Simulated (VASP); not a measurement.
Runs of VASP 6.6.1 on Pd. The structure is cubic, space group Im-3m (No. 229). Conventional cell: a = 3.082 Å, b = 3.082 Å, c = 3.082 Å, α = 90.00°, β = 90.00°, γ = 90.00°. Around Pd (site symmetry m-3m) lie 8 Pd at 2.67 Å. This isn't the form of Pd at room conditions, which is fcc.

```csv
level,k mesh,cutoff (eV),smearing,gap on the mesh (eV),pressure (GPa)
r2SCAN,18 × 18 × 18,520,gaussian 0.1 eV,none,5.9
PBEsol,18 × 18 × 18,700,gaussian 0.1 eV,none,0.1
PBEsol,28 × 28 × 28,520,gaussian 0.1 eV,none,0.0
PBEsol,18 × 18 × 18,520,gaussian 0.5 eV,none,(a)
PBEsol,18 × 18 × 18,900,gaussian 0.1 eV,none,0.1
```

Alike in all rows: task single point; potentials or basis VASP PAW PBE potentials, release 64 (Pd); no spin polarisation; cell as given.

Q: Fill in the values left out.

A: (a) 1.2.

Caveats: the PAW data sets were made with another functional, which shifts forces and pressure a little.

A k mesh can miss the band edges, and the runs leave out spin-orbit coupling on Pd.

A gap of «none» marks a metal or a gap under the smearing width.

Not every run made on this cell is shown here.
